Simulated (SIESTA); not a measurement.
# MoP under changes of volume

One of the cells (14.640 Å³/atom); the others are scaled copies at fixed shape and fractional positions:

```
CELL_PARAMETERS angstrom
3.24434 0.00000 0.00000
-1.62217 2.80969 0.00000
0.00000 0.00000 3.21213
ATOMIC_POSITIONS crystal
Mo 0.00000 0.00000 0.00000
P 0.33333 0.66667 0.50000
```

* Program: SIESTA 5.4.2
* Functional: PBE
* Potentials or basis: PseudoDojo 0.4 standard (PBE files)
* Basis: DZP (energy shift 0.003 Ry; two zetas on semicore shells)
* Grid cutoff: 800 Ry
* Energy shift: 0.003 Ry
* k mesh: 10 × 10 × 8
* Occupations: fermi-dirac, width 0.05 eV
* Spin: no spin polarisation

```tsv
volume (Å³/atom)	energy over the lowest point (meV/atom)	pressure (GPa)
13.492	?	?
13.779	43.69	16.2
14.066	19.82	10.6
14.640	0.00	0.9
14.927	2.22	-3.2
15.214	11.42	-6.9
```

Task: What does the run at 13.492 Å³/atom give?

Result: Energy over the lowest point 78.23 meV/atom; pressure 22.5 GPa.

Worked out: A Birch-Murnaghan fit of order 3 (a polynomial in V^(-2/3)) to the other rows has its minimum at 14.70 Å³/atom with B0 = V·E''(V) = 218 GPa and B' = 4.4 at fixed shape and positions, which overstates the stiffness. It gives 78.30 meV/atom at 13.492 Å³/atom, against the run's 78.23, and -dE/dV = 22.5 GPa, against 22.5.

Energies are extrapolated to zero smearing.

Caveats: the basis of atomic orbitals isn't converged, which shifts pressures, moduli and gaps.
